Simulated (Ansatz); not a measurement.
Crystal: Na.

```
Na
1.0
    -2.14100    2.14100    2.14100
     2.14100   -2.14100    2.14100
     2.14100    2.14100   -2.14100
Na
1
Direct
  0.00000 0.00000 0.00000
```

* Program: Ansatz 0.2.0
* Task: relaxation of cell and atoms
* Functional: PBE
* Potentials or basis: Ansatz PAW
* Cutoff: 420 eV (not typed: the program's choice for these potentials)
* k mesh: 9 × 9 × 9
* Occupations: fermi-dirac, width 0.05 eV
* Spin: no spin polarisation

At the start: volume 39.26 Å³/atom.

How do energy, volume and symmetry change on relaxing?

It ends after 4 steps and the volume is 36.70 Å³/atom (-6.5 %); space group Im-3m (No. 229, to 0.05 Å).

The path:
```csv
step,energy change (eV),largest force (eV/Å),volume (Å³)
1,0.0000,0.0000,39.26
2,-0.0010,0.0000,38.84
3,-0.0034,0.0000,36.70
4,-0.0033,0.0000,36.70
```

Final structure:
```
CELL_PARAMETERS angstrom
-2.09352 2.09352 2.09352
2.09352 -2.09352 2.09352
2.09352 2.09352 -2.09352
ATOMIC_POSITIONS crystal
Na 0.00000 0.00000 0.00000
```

Caveat: the plane-wave basis is chosen anew once the cell has moved, so the energies of steps on either side of that aren't comparable.
